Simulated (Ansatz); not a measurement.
The structure is an experimental refinement, used without relaxation. It is an old determination, and later ones may differ. The listed cell was then made from it by scaling, straining or moving an atom.

An input for Pb: DFT, LDA, all-electron LAPW, scalar-relativistic (Ansatz 0.2.0).

Command: `ansatz run input.yaml --threads 1 --pin off --max-ram 2048MiB --backend cpu --events-out ev --progress --plain --runs-dir out` The run took 3.3 s on 1 thread of AMD EPYC 9R45 96-Core Processor (Zen 5) (shared host), peak memory 0.35 GiB.

```yaml
crystal:
  lattice:
    - [0.0, 2.4364202325, 2.4364202325]
    - [2.4364202325, 0.0, 2.4364202325]
    - [2.4364202325, 2.4364202325, 0.0]
  atoms:
    - { symbol: Pb, position: [0.0, 0.0, 0.0] }
kpoints:
  mp_grid: { grid: [13, 13, 13] }
scf:
  occupations: { method: fermi_dirac, width: 0.08 }
hamiltonian:
  xc: lda
  pseudopotentials: { kind: all_electron, lapw: { basis_error: 0.00025 } }
output:
  forces: true
  stress: true
  eigenvalues: true
```

Set-up and iterations as logged by Ansatz (the results part is left out, to be predicted):

```
LAPW: plane waves up to 7.011 Å⁻¹, error target 2.5e-4 eV per atom; small_component_spin mean_spin; Pb in spheres of 1.723 Å, 36 of its electrons in bands, Dirac shells []
Engine: ansatz 0.2.0
Pseudopotentials: kind: all_electron
Pseudopotential: Pb, LAPW, valence charge 36, Koelling and Harmon's equation, gaussian nucleus
Functional definition: SPW92
  exchange = slater_x
  correlation = pw_c
Crystal: 1 atoms, lattice volume = 28.926 Å³
Basis set: ecut = 187.28574694225242 eV, 169 PW (Γ), exchange–correlation at level 2
Bands: 22, of which v1, the nominal top of the filled ones, is band 18 counted from 1 (17 counted from 0)
Symmetry: 48 space group operations
Space group: Fm-3m (ITA 225), of the structure as read, at distance tolerance 3.1e-5 Å
k-points: 84 of 2197
Non-local potential: Pb, projectors of the file, none
Initial density: superposition of atomic densities (chi_scale 0.1, normalization cell)
Initial wavefunctions: plane waves of lowest kinetic energy (no species holds an atomic orbital)
Functional: x = slater, c = lda
iter 1 solved again at ethr=6.59e-6 eV; its pass at ethr=1.00e-1 eV (dr2=2.37e-3 eV) is discarded
SCF iter   1: F=—  HF=-567762.782338 eV  |F-HF|=—  |Δ(HF+E_count)|=         —  Δρ=3.27e-3  dr2=2.40e-3  ethr=6.59e-6  ⟨swp⟩=3.8  Hψ=12491  notcnv=0
SCF iter   2: F=—  HF=-567762.767706 eV  |F-HF|=—  |Δ(HF+E_count)|=   1.46e-2  Δρ=2.00e-3  dr2=1.17e-3  ethr=6.59e-6  ⟨swp⟩=2.0  Hψ=5473  notcnv=0
SCF iter   3: F=—  HF=-567762.766797 eV  |F-HF|=—  |Δ(HF+E_count)|=   9.09e-4  Δρ=1.37e-3  dr2=6.18e-4  ethr=3.25e-6  ⟨swp⟩=2.0  Hψ=5469  notcnv=0
SCF iter   4: F=—  HF=-567762.766687 eV  |F-HF|=—  |Δ(HF+E_count)|=   1.11e-4  Δρ=7.65e-4  dr2=2.17e-4  ethr=1.72e-6  ⟨swp⟩=2.0  Hψ=5469  notcnv=0
SCF iter   5: F=—  HF=-567762.766687 eV  |F-HF|=—  |Δ(HF+E_count)|=   1.60e-7  Δρ=2.84e-4  dr2=3.17e-5  ethr=6.02e-7  ⟨swp⟩=2.0  Hψ=5469  notcnv=0
iter 6 solved again at ethr=8.29e-10 eV; its pass at ethr=8.79e-8 eV (dr2=2.98e-7 eV) is discarded
SCF iter   6: F=—  HF=-567762.766684 eV  |F-HF|=—  |Δ(HF+E_count)|=   2.55e-6  Δρ=4.05e-5  dr2=2.98e-7  ethr=8.29e-10  ⟨swp⟩=2.0  Hψ=9258  notcnv=0
SCF iter   7: F=-567762.766684 eV  HF=-567762.766684 eV  |F-HF|=9.20e-9  |Δ(HF+E_count)|=   1.53e-7  Δρ=9.24e-6  dr2=1.63e-8  ethr=8.29e-10  ⟨swp⟩=2.3  Hψ=5496  notcnv=0
```

(1) What pressure will this run report?

## Answers

(1) 0.24 GPa (positive in compression).
